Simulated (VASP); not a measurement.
## InP in VASP 6.6.1, single-point calculation

INCAR

```
LCHARG = .FALSE.
SIGMA = 0.02
ENCUT = 520
LASPH = .TRUE.
EDIFF = 1E-7
ISIF = 2
ISMEAR = -1
NSW = 0
NBANDS = 16
LWAVE = .FALSE.
GGA = PE
PREC = Accurate
LREAL = .FALSE.
IBRION = -1
NELM = 67
IVDW = 10
```

KPOINTS

```
KPOINTS created by Atomic Simulation Environment
0
Gamma
8 8 8
0 0 0
```

POSCAR

```
In P
 1.0000000000000000
     0.0000000000000000    2.8356361294000001    2.8356361294000001
     2.8356361294000001    0.0000000000000000    2.8356361294000001
     2.8356361294000001    2.8356361294000001    0.0000000000000000
 In  P
   1   1
Cartesian
  0.0000000000000000  0.0000000000000000  0.0000000000000000
  1.4178180647000000  1.4178180647000000  1.4178180647000000
```

The recommended PBE PAW datasets give the neutral cell 18 valence electrons.

Command

```
mpirun -np 1 vasp_std
```

OSZICAR

```
N       E                     dE             d eps       ncg     rms          rms(c)
DAV:   1     0.112398402406E+03    0.11240E+03   -0.84114E+03   928   0.128E+03
DAV:   2    -0.129431964296E+01   -0.11369E+03   -0.10912E+03  1048   0.306E+02
DAV:   3    -0.844458769699E+01   -0.71503E+01   -0.71142E+01  1176   0.752E+01
DAV:   4    -0.862378151140E+01   -0.17919E+00   -0.17913E+00  1144   0.125E+01
DAV:   5    -0.863264506913E+01   -0.88636E-02   -0.88634E-02  1376   0.241E+00    0.670E+00
DAV:   6    -0.820092249421E+01    0.43172E+00   -0.62914E-01  1456   0.144E+01    0.402E+00
DAV:   7    -0.815878984148E+01    0.42133E-01   -0.19714E-01  1368   0.399E+00    0.136E+00
DAV:   8    -0.815862382594E+01    0.16602E-03   -0.20419E-02  1160   0.175E+00    0.489E-01
DAV:   9    -0.815917262055E+01   -0.54879E-03   -0.14359E-03  1184   0.355E-01    0.219E-01
DAV:  10    -0.815933095016E+01   -0.15833E-03   -0.34020E-04  1312   0.325E-01    0.122E-01
DAV:  11    -0.815940165874E+01   -0.70709E-04   -0.15711E-04  1080   0.138E-01    0.541E-02
DAV:  12    -0.815940076439E+01    0.89435E-06   -0.10951E-05  1080   0.271E-02    0.133E-02
DAV:  13    -0.815940116073E+01   -0.39634E-06   -0.19924E-06  1160   0.763E-03    0.841E-03
DAV:  14    -0.815940112045E+01    0.40279E-07   -0.19880E-07  1184   0.481E-03
   1 F= -.89841937E+01 E0= -.89841937E+01  d E =-.343309E-11
```

From OUTCAR

```
k-points           NKPTS =     29   k-points in BZ     NKDIM =     29   number of bands    NBANDS=     16

   NELECT =      18.0000    total number of electrons

   dimension x,y,z NGX =    30 NGY =   30 NGZ =   30
   dimension x,y,z NGXF=    60 NGYF=   60 NGZF=   60

  energy-cutoff  :      520.00
  volume of cell :       45.60
      direct lattice vectors                 reciprocal lattice vectors
     0.000000000  2.835636129  2.835636129    -0.176327278  0.176327278  0.176327278
     2.835636129  0.000000000  2.835636129     0.176327278 -0.176327278  0.176327278
     2.835636129  2.835636129  0.000000000     0.176327278  0.176327278 -0.176327278

 k-points in reciprocal lattice and weights: KPOINTS created by Atomic Simulation Env
   0.00000000  0.00000000  0.00000000       0.002
   0.12500000  0.00000000  0.00000000       0.016
   0.25000000  0.00000000  0.00000000       0.016
   0.37500000  0.00000000  0.00000000       0.016
   0.50000000  0.00000000  0.00000000       0.008
   0.12500000  0.12500000  0.00000000       0.012
   0.25000000  0.12500000  0.00000000       0.047
   0.37500000  0.12500000  0.00000000       0.047
   ...

 E-fermi :   6.7604

 k-point     1 :       0.0000    0.0000    0.0000
  band No.  band energies     occupation
      1      -8.0929      2.00000
      2      -8.0929      2.00000
      3      -8.0929      2.00000
      4      -7.8843      2.00000
      5      -7.8843      2.00000
      6      -5.9073      2.00000
      7       6.3376      2.00000
      8       6.3376      2.00000
      9       6.3376      2.00000
     10       7.5809      0.00000
     11      10.4044      0.00000
     12      10.4044      0.00000
     13      10.4044      0.00000
     14      15.3941      0.00000
     15      15.9343      0.00000
     16      15.9343      0.00000

 k-point     2 :       0.1250    0.0000    0.0000
  band No.  band energies     occupation
      1      -8.1227      2.00000
      2      -8.0826      2.00000
      3      -8.0826      2.00000
      4      -7.8843      2.00000
      5      -7.8843      2.00000
      6      -5.6974      2.00000
      7       4.7903      2.00000
      8       6.1168      2.00000
      9       6.1168      2.00000
     10       8.3863      0.00000
     11      10.6578      0.00000
     12      10.7193      0.00000
     13      10.7193      0.00000
     14      15.2316      0.00000
     15      15.2317      0.00000
     16      16.1513      0.00000

 k-point     3 :       0.2500    0.0000    0.0000
  band No.  band energies     occupation
      1      -8.1877      2.00000
      2      -8.0606      2.00000
      3      -8.0606      2.00000
      4      -7.8808      2.00000
      5      -7.8808      2.00000
      6      -5.1115      2.00000
      7       2.6811      2.00000
      8       5.6850      2.00000
      9       5.6850      2.00000
     10       8.4061      0.00000
     11      11.1738      0.00000
     12      11.1738      0.00000
     13      11.9334      0.00000
     14      15.0028      0.00000
     15      15.0028      0.00000
     16      15.6829      0.00000

 ...

  Total       2.00517     2.00517     2.00517     0.00000     0.00000     0.00000
  in kB      70.45004    70.45004    70.45004     0.00000     0.00000     0.00000
  external pressure =       70.45 kB  Pullay stress =        0.00 kB

 POSITION                                       TOTAL-FORCE (eV/Angst)
 -----------------------------------------------------------------------------------
      0.00000      0.00000      0.00000        -0.000000     -0.000000     -0.000000
      1.41782      1.41782      1.41782         0.000000      0.000000      0.000000
 -----------------------------------------------------------------------------------
    total drift:                               -0.000000     -0.000000     -0.000000

  FREE ENERGIE OF THE ION-ELECTRON SYSTEM (eV)
  ---------------------------------------------------
  free  energy   TOTEN  =        -8.9841936786 eV

  energy  without entropy=       -8.9841936786  energy(sigma->0) =       -8.98419368
```

It converged. Results: gap between bands v and c on the k mesh 1.24 eV; least direct gap on the k mesh 1.24 eV; pressure 7.0 GPa. Band v is the last that the valence electrons fill when counted band by band, and c is the next.

For comparison, a separate PBE run of the intended cell, on usual settings and not on those above, gives a gap of 1.24 eV on its mesh and a pressure of 12.4 GPa.

The run above took about 26 s on one core of a shared host (Intel Xeon Platinum 8488C) and held 0.17 GiB at most.
